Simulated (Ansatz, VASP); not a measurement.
**Two plane-wave programs on Au**

```xyz
2
Lattice="3.2706 0.0000 0.0000 0.0000 3.2706 0.0000 0.0000 0.0000 3.3673" Properties=species:S:1:pos:R:3 pbc="T T T"
Au    0.0000    0.0000    0.0000
Au    1.6353    1.6353    1.6837
```

Change from the starting cell: uniaxial strain along c, a, b and atoms relaxed: +2.0 %.

Alike in both runs: functional PBE; k mesh 12 × 12 × 12; occupations gaussian, width 0.1 eV; no spin polarisation.

Ansatz relaxed the structure, and its values are those at the end. VASP's run is a single point on that final structure, the one shown.

|  | VASP | Ansatz |
| --- | --- | --- |
| version | VASP 6.6.1 | Ansatz 0.2.0 |
| potentials or method | VASP PAW PBE potentials, release 64 (Au) | scalar-relativistic, plane waves, PAW |
| plane-wave cutoff (eV) | 520 | 420 |
| valence electrons in the cell | 22 | 38 |

VASP gave:

| Item | Value |
| --- | --- |
| gap on the k mesh at the Fermi level (eV) | none |
| pressure (GPa) | -0.2 |

**Question.** Which values does Ansatz return?

**Answer.** gap on the k mesh at the Fermi level (eV): none; pressure (GPa): 0.1.

A gap of «none» marks a metal or a gap that the smearing closes. The two sets of potentials don't hold the same shells in valence.

Spin-orbit coupling is left out, which matters for the levels of Au.
